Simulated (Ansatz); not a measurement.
Crystal: MoS2, a slab with vacuum.

```
CELL_PARAMETERS angstrom
3.18454 0.00000 0.00000
-1.59227 2.75789 0.00000
0.00000 0.00000 21.67053
ATOMIC_POSITIONS crystal
Mo 0.33333 0.66667 0.85116
Mo 0.66667 0.33333 0.14884
S 0.66667 0.33333 0.77963
S 0.33333 0.66667 0.07725
S 0.66667 0.33333 0.92275
S 0.33333 0.66667 0.22037
```

Base run:

```yaml
Program: Ansatz 0.2.0
Functional: PBEsol
Potentials_or_basis: Ansatz PAW
Cutoff: 420 eV
Density_cutoff: 1680 eV
k_mesh: 7 × 7 × 2
Occupations: fermi-dirac, width 0.05 eV
Spin: spin-orbit coupling, no magnetisation
```

Its results: band gap on the k mesh 1.48 eV, indirect (least direct gap 2.06 eV); largest force 0.133 eV/Å.

The run is repeated on the same cell with these changes: functional from PBEsol to r2SCAN; cutoff from 420 eV to 500 eV; density cutoff from 1680 eV to 2000 eV. What comes out?

Band gap on the k mesh 1.57 eV, indirect (least direct gap 2.17 eV); largest force 0.035 eV/Å.

Caveats: the k mesh misses the band edges, so the gap on the mesh is wider than the one along the path; the PAW data sets come from PBE, with cores solved anew for the run's functional, which leaves a small shift of forces and pressure.

Not every run made on this cell is shown here.
